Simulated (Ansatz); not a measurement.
CaF$_{2}$:
```cif
data_CaF2
_chemical_formula_sum 'Ca1 F2'
_space_group_name_H-M_alt 'P 1'
_space_group_IT_number 1
_cell_length_a 3.76614
_cell_length_b 3.76614
_cell_length_c 3.76614
_cell_angle_alpha 60.000
_cell_angle_beta 60.000
_cell_angle_gamma 60.000
loop_
_space_group_symop_operation_xyz
  'x, y, z'
loop_
_atom_site_label
_atom_site_type_symbol
_atom_site_fract_x
_atom_site_fract_y
_atom_site_fract_z
_atom_site_occupancy
Ca1 Ca 0.00000 0.00000 0.00000 1
F1 F 0.75000 0.75000 0.75000 1
F2 F 0.25000 0.25000 0.25000 1
```

Relaxed with LDA.

Problem. Give the optical modes at the zone centre with their infrared and Raman activity from DFPT, LDA (plane waves, PAW; program Ansatz).

Solution. Transverse frequencies, without the LO–TO term; a row sums one degenerate level.

| ω (cm⁻¹) | degeneracy | IR ((D/Å)²/amu) | Raman (Å⁴/amu) | activity | symmetry |
|---|---|---|---|---|---|
| 277 | 3 | 20.11 | 0 | IR | T1u |
| 339 | 3 | 0.00 | 2.9 | Raman | T2g |

Problem. How high does the top mode go among those that the LO–TO term moves?

Solution. 487 cm⁻¹ for q along x.

Space group Fm-3m (fluorite). The cell was relaxed with LDA under the symmetry of its start; phonons on a q-mesh show no instability.

Potentials: the later of the program's two PAW sets.
